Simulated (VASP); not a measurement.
# SnTe (Fm-3m) in VASP: band structure with PBEsol

Aim: the band structure of SnTe with PBEsol.

Program: VASP 6.6.1. These are calculated values, not measurements. Logs are shortened: lines on timing, memory, paths and dates and some standing lists are left out, and cuts for length are marked.

### 1 Starting point

Symmetry: Fm-3m, No. 225, cubic system. Conventional cell: a = 6.289 Å, b = 6.289 Å, c = 6.289 Å, α = 90.00°, β = 90.00°, γ = 90.00°. Sn (site symmetry m-3m) has 6 Te at 3.14 Å as nearest neighbours. Te (site symmetry m-3m) is surrounded by 6 Sn at 3.14 Å.

### 2 Band structure, PBEsol, non-collinear spin, zero start, spin-orbit coupling

Contents of POSCAR:

```
SnTe                                    
1.0
    0.0000000000      3.1444180015      3.1444180015
    3.1444180015      0.0000000000      3.1444180015
    3.1444180015      3.1444180015      0.0000000000
  Sn              Te            
     1     1
Direct
     0.0000000000000000    0.0000000000000000    0.0000000000000000
     0.5000000000000000    0.5000000000000000    0.5000000000000000
```

Contents of INCAR.step1:

```
ALGO = Fast
EDIFF = 1E-7
ENCUT = 520
GGA = PS
GGA_COMPAT = False
ISIF = 2
ISMEAR = 0
KPAR = 4
LASPH = True
LCHARG = True
LORBIT = 11
LREAL = False
LSORBIT = True
LWAVE = False
MAGMOM = 0 0 0 0 0 0
NELM = 100
PREC = Accurate
SIGMA = 0.02
```

Contents of KPOINTS.step1:

```
k-points
0
Gamma
  8 8 8
```

Contents of INCAR.step2:

```
ALGO = Fast
EDIFF = 1E-7
ENCUT = 520
GGA = PS
GGA_COMPAT = False
ICHARG = 11
ISIF = 2
ISMEAR = 0
KPAR = 4
LASPH = True
LCHARG = False
LORBIT = 11
LREAL = False
LSORBIT = True
LWAVE = False
MAGMOM = 0 0 0 0 0 0
NELM = 100
PREC = Accurate
SIGMA = 0.05
```

Contents of KPOINTS.step2:

```
path GXWKGLUWLK,UX
15
line-mode
reciprocal
 0.0000000000  0.0000000000  0.0000000000  G
 0.5000000000  0.0000000000  0.5000000000  X

 0.5000000000  0.0000000000  0.5000000000  X
 0.5000000000  0.2500000000  0.7500000000  W

 0.5000000000  0.2500000000  0.7500000000  W
 0.3750000000  0.3750000000  0.7500000000  K

 0.3750000000  0.3750000000  0.7500000000  K
 0.0000000000  0.0000000000  0.0000000000  G

 0.0000000000  0.0000000000  0.0000000000  G
 0.5000000000  0.5000000000  0.5000000000  L

 0.5000000000  0.5000000000  0.5000000000  L
 0.6250000000  0.2500000000  0.6250000000  U

 0.6250000000  0.2500000000  0.6250000000  U
 0.5000000000  0.2500000000  0.7500000000  W

 0.5000000000  0.2500000000  0.7500000000  W
 0.5000000000  0.5000000000  0.5000000000  L

 0.5000000000  0.5000000000  0.5000000000  L
 0.3750000000  0.3750000000  0.7500000000  K

 0.6250000000  0.2500000000  0.6250000000  U
 0.5000000000  0.0000000000  0.5000000000  X
```

Potentials or basis: VASP PAW PBE potentials, release 64 (Sn_d, Te).

The run is started by

```
> cat potpaw_PBE.64/Sn_d/POTCAR potpaw_PBE.64/Te/POTCAR > POTCAR
> cp INCAR.step1 INCAR
> cp KPOINTS.step1 KPOINTS
> mpirun -np 4 vasp_ncl > vasp.out
> cp INCAR.step2 INCAR
> cp KPOINTS.step2 KPOINTS
> mpirun -np 4 vasp_ncl > vasp.out
```

OUTCAR:

```text
EDIFF = 1E-7
   ENCUT = 520
   GGA = PS
   ICHARG = 11
   ISIF = 2
   ISMEAR = 0
   LASPH = True
   LORBIT = 11
   LREAL = False
   LSORBIT = True
   NELM = 100
   PREC = Accurate

 ion  position               nearest neighbor table
   1  0.000  0.000  0.000-   2 3.14   2 3.14   2 3.14   2 3.14   2 3.14   2 3.14
   2  0.500  0.500  0.500-   1 3.14   1 3.14   1 3.14   1 3.14   1 3.14   1 3.14

  LATTYP: Found a face centered cubic cell.
 ALAT       =     6.2888360030

  Lattice vectors:

 A1 = (   0.0000000000,   3.1444180015,   3.1444180015)
 A2 = (   3.1444180015,   0.0000000000,   3.1444180015)
 A3 = (   3.1444180015,   3.1444180015,   0.0000000000)

Analysis of symmetry for initial positions (statically):
=====================================================================
 Subroutine PRICEL returns:
 Original cell was already a primitive cell.

 Routine SETGRP: Setting up the symmetry group for a
 face centered cubic supercell.

 Subroutine GETGRP returns: Found 48 space group operations
 (whereof 48 operations were pure point group operations)
 out of a pool of 48 trial point group operations.

The static configuration has the point symmetry O_h .

Analysis of symmetry for dynamics (positions and initial velocities):
=====================================================================
 Subroutine PRICEL returns:
 Original cell was already a primitive cell.

 Routine SETGRP: Setting up the symmetry group for a
 face centered cubic supercell.

 Subroutine GETGRP returns: Found 48 space group operations
 (whereof 48 operations were pure point group operations)
 out of a pool of 48 trial point group operations.

The dynamic configuration has the point symmetry O_h .

Analysis of structural, dynamic, and magnetic symmetry:
=====================================================================
 Subroutine PRICEL returns:
 Original cell was already a primitive cell.

 Routine SETGRP: Setting up the symmetry group for a
 face centered cubic supercell.

 Subroutine GETGRP returns: Found 48 space group operations
 (whereof 48 operations were pure point group operations)
 out of a pool of 48 trial point group operations.

The overall configuration has the point symmetry O_h .

 Subroutine INISYM returns: Found 48 space group operations
 (whereof 48 operations are pure point group operations),
 and found     1 'primitive' translations

----------------------------------------------------------------------------------------

                                     Primitive cell

  volume of cell :      62.1800

  direct lattice vectors                    reciprocal lattice vectors
     0.000000000  3.144418002  3.144418002    -0.159011938  0.159011938  0.159011938
     3.144418002  0.000000000  3.144418002     0.159011938 -0.159011938  0.159011938
     3.144418002  3.144418002  0.000000000     0.159011938  0.159011938 -0.159011938

  length of vectors
     4.446878583  4.446878583  4.446878583     0.275416755  0.275416755  0.275416755

  position of ions in fractional coordinates (direct lattice)
     0.000000000  0.000000000  0.000000000
     0.500000000  0.500000000  0.500000000

  ion indices of the primitive-cell ions
   primitive index   ion index
                 1           1
                 2           2

----------------------------------------------------------------------------------------

 KPOINTS: path GXWKGLUWLK,UX

Interpolating k-points between supplied coordinates.

 Line segments in fractional coordinates (reciprocal lattice):
    0.000000  0.000000  0.000000  ...  0.500000  0.000000  0.500000
    0.500000  0.000000  0.500000  ...  0.500000  0.250000  0.750000
    0.500000  0.250000  0.750000  ...  0.375000  0.375000  0.750000
    0.375000  0.375000  0.750000  ...  0.000000  0.000000  0.000000
    0.000000  0.000000  0.000000  ...  0.500000  0.500000  0.500000
    0.500000  0.500000  0.500000  ...  0.625000  0.250000  0.625000
    0.625000  0.250000  0.625000  ...  0.500000  0.250000  0.750000
    0.500000  0.250000  0.750000  ...  0.500000  0.500000  0.500000
    0.500000  0.500000  0.500000  ...  0.375000  0.375000  0.750000
    0.625000  0.250000  0.625000  ...  0.500000  0.000000  0.500000

 Generated    15 points on each line segment, for a total of    150 k-points:

[... 47 lines left out ...]
   EDIFFG = 0.1E-05   stopping-criterion for IOM
   NSW    =      0    number of steps for IOM
   IBRION =     -1    ionic relax: 0-MD 1-quasi-New 2-CG
   NFREE  =      0    steps in history (QN), initial steepest desc. (CG)
   ISIF   =      2    stress and relaxation
   ISYM   =      2    0-nonsym 1-usesym 2-fastsym
   POTIM  = 0.5000    time-step for ionic-motion
   TEBEG  =    0.0;   TEEND  =   0.0 temperature during run
   PSTRESS=    0.0 pullay stress
   NELECT =      20.0000    total number of electrons
   NUPDOWN=      -1.0000    fix difference up-down
   EMIN   =  10.00;   EMAX   =-10.00  energy-range for DOS
   EFERMI =   0.00;   METHOD = LEGACY
   ISMEAR =     0;   SIGMA  =   0.05  broadening in eV -4-tet -1-fermi 0-gaus
   EFERMI_NEDOS =   21; number of points for ismear=-14 and -15
   IALGO  =     68    algorithm
   IMIX   =      4    mixing-type and parameters
     AMIX     =   0.40;   BMIX     =  1.00
     AMIX_MAG =   1.60;   BMIX_MAG =  1.00
  volume/ion in A,a.u.               =      31.09       209.81
  Fermi-wavevector in a.u.,A,eV,Ry     =   1.121677  2.119663 17.118302  1.258160
  Thomas-Fermi vector in A             =   2.258332
   LORBIT       =     11    0 simple, 1 ext, 2 COOP (PROOUT), +10 PAW based schemes
   GGA     = PS    functional components
   LHFCALC =     F    Hartree Fock is set to
   AEXX    =    0.0000 exact exchange contribution
   IVDW    =     0    specifies the selected vdW correction
   LEPSILON=     F    determine dielectric tensor
   LRPA    =     F    only Hartree local field effects (RPA)
 RMM-DIIS sequential band-by-band and
 Gauss-broadening in eV      SIGMA  =   0.05
  energy-cutoff  :      520.00
  volume of cell :       62.18
 maximum number of plane-waves:      3400
 NGX is ok and might be reduce to    36

 number of electron      19.9999998 magnetization       0.0000000      0.0000000     -0.0000000

 Free energy of the ion-electron system (eV)
  ---------------------------------------------------
  ext. energy  EPLUGINS =         0.00000000
  ---------------------------------------------------
  free energy    TOTEN  =        -9.44093959 eV

  energy without entropy =       -9.44092157  energy(sigma->0) =       -9.44093058

 E-fermi :   6.8204     XC(G=0):  -9.6796

 val. band max:        6.7151993388   @ k =   0.5000   0.5000   0.5000
 cond. band min:       6.9214149221   @ k =   0.5000   0.4821   0.5179
 fundamental gap:      0.2062155833
 Fermi energy:         6.8203540508

 k-point     1 :       0.0000    0.0000    0.0000
  band No.  band energies     occupation
      1     -15.5097      1.00000
      2     -15.5097      1.00000
      3     -15.5097      1.00000
      4     -15.5097      1.00000
      5     -14.4781      1.00000
      6     -14.4781      1.00000
[... 733 lines left out ...]
     27      12.6918      0.00000
     28      12.6923      0.00000

 [... further k-points ...]

------------------------ aborting loop because EDIFF is reached ----------------------------------------

  FORCE on cell =-STRESS in cart. coord.  units (eV):
  Direction    XX          YY          ZZ          XY          YZ          ZX
  --------------------------------------------------------------------------------------
  -------------------------------------------------------------------------------------
  Total       -1.2544152     -1.2544152     -1.2544152      0.0000000      0.0000000     -0.0000000
  in kB      -32.3222118    -32.3222118    -32.3222118      0.0000000      0.0000000     -0.0000000
  external PRESSURE =     -32.3222118 kB  Pullay stress =       0.0000000 kB

 VOLUME and BASIS-vectors are now :
 -----------------------------------------------------------------------------
  energy-cutoff  :      520.00
  volume of cell :       62.18
      direct lattice vectors                 reciprocal lattice vectors
     0.000000000  3.144418002  3.144418002    -0.159011938  0.159011938  0.159011938
     3.144418002  0.000000000  3.144418002     0.159011938 -0.159011938  0.159011938
     3.144418002  3.144418002  0.000000000     0.159011938  0.159011938 -0.159011938

 POSITION                                       TOTAL-FORCE (eV/Angst)
 -----------------------------------------------------------------------------------
      0.00000      0.00000      0.00000         0.000000      0.000000      0.000000
      3.14442      3.14442      3.14442        -0.000000     -0.000000     -0.000000
 -----------------------------------------------------------------------------------
    total drift:                               -0.000000      0.000000      0.000000

  FREE ENERGIE OF THE ION-ELECTRON SYSTEM (eV)
  ---------------------------------------------------
  free  energy   TOTEN  =        -9.4409395914 eV

  energy  without entropy=       -9.4409215724  energy(sigma->0) =       -9.44093058

 Spin-Orbit-Coupling matrix elements

 Ion:    1  E_soc:     -0.1073292
 l=   1
     0.0000000    -0.0116739    -0.0116739
    -0.0116739     0.0000000    -0.0116739
    -0.0116739    -0.0116739     0.0000000
 l=   2
     0.0000000    -0.0012392     0.0000000    -0.0012392    -0.0049751
    -0.0012392     0.0000000    -0.0037313    -0.0012392    -0.0012438
     0.0000000    -0.0037313     0.0000000    -0.0037313     0.0000000
    -0.0012392    -0.0012392    -0.0037313     0.0000000    -0.0012438
    -0.0049751    -0.0012438     0.0000000    -0.0012438     0.0000000
 l=   3
     0.0000000     0.0000000     0.0000000     0.0000000     0.0000000     0.0000000     0.0000000
     0.0000000     0.0000000     0.0000000     0.0000000     0.0000000     0.0000000     0.0000000
     0.0000000     0.0000000     0.0000000     0.0000000     0.0000000     0.0000000     0.0000000
     0.0000000     0.0000000     0.0000000     0.0000000     0.0000000     0.0000000     0.0000000
     0.0000000     0.0000000     0.0000000     0.0000000     0.0000000     0.0000000     0.0000000
     0.0000000     0.0000000     0.0000000     0.0000000     0.0000000     0.0000000     0.0000000
     0.0000000     0.0000000     0.0000000     0.0000000     0.0000000     0.0000000     0.0000000

 Ion:    2  E_soc:     -0.1944073
 l=   1
     0.0000000    -0.0324504    -0.0324504
    -0.0324504     0.0000000    -0.0324504
    -0.0324504    -0.0324504     0.0000000
 l=   2
     0.0000000    -0.0000288     0.0000000    -0.0000288     0.0000780
    -0.0000288     0.0000000     0.0000585    -0.0000288     0.0000195
     0.0000000     0.0000585     0.0000000     0.0000585     0.0000000
    -0.0000288    -0.0000288     0.0000585     0.0000000     0.0000195
     0.0000780     0.0000195     0.0000000     0.0000195     0.0000000
 l=   3
     0.0000000     0.0000000     0.0000000     0.0000000     0.0000000     0.0000000     0.0000000
     0.0000000     0.0000000     0.0000000     0.0000000     0.0000000     0.0000000     0.0000000
     0.0000000     0.0000000     0.0000000     0.0000000     0.0000000     0.0000000     0.0000000
     0.0000000     0.0000000     0.0000000     0.0000000     0.0000000     0.0000000     0.0000000
     0.0000000     0.0000000     0.0000000     0.0000000     0.0000000     0.0000000     0.0000000
     0.0000000     0.0000000     0.0000000     0.0000000     0.0000000     0.0000000     0.0000000
     0.0000000     0.0000000     0.0000000     0.0000000     0.0000000     0.0000000     0.0000000

 total charge

# of ion       s       p       d       tot
------------------------------------------
    1        1.343   0.773   9.979  12.095
    2        1.403   1.933   0.028   3.363
--------------------------------------------------
tot          2.746   2.705  10.007  15.458

 magnetization (x)

# of ion       s       p       d       tot
------------------------------------------
    1        0.000   0.000   0.000   0.000
    2        0.000   0.000  -0.000   0.000
--------------------------------------------------
tot          0.000   0.000   0.000   0.000

 magnetization (y)

# of ion       s       p       d       tot
------------------------------------------
    1        0.000   0.000  -0.000   0.000
    2        0.000  -0.000   0.000   0.000
--------------------------------------------------
tot          0.000   0.000  -0.000   0.000

 magnetization (z)

# of ion       s       p       d       tot
------------------------------------------
    1       -0.000   0.000  -0.000  -0.000
    2        0.000   0.000   0.000   0.000
--------------------------------------------------
tot         -0.000   0.000  -0.000  -0.000
```

Wall time 4.3 min (4 MPI ranks of Intel Xeon Platinum 8259CL at 2.50GHz (Skylake/Cascade Lake), shared host); peak memory 0.61 GiB.

What came out:

```
Net moment : 0.00 μB per cell
```

Moments on the atoms (μB; x, y, z):
```
Sn  0.00 0.00 0.00
Te  0.00 0.00 0.00
```

Caveat: the log is that of the step along the path at fixed density, whose energy, stress, charges and moments have no meaning; the PAW data sets were made with another functional, which shifts forces and pressure a little.
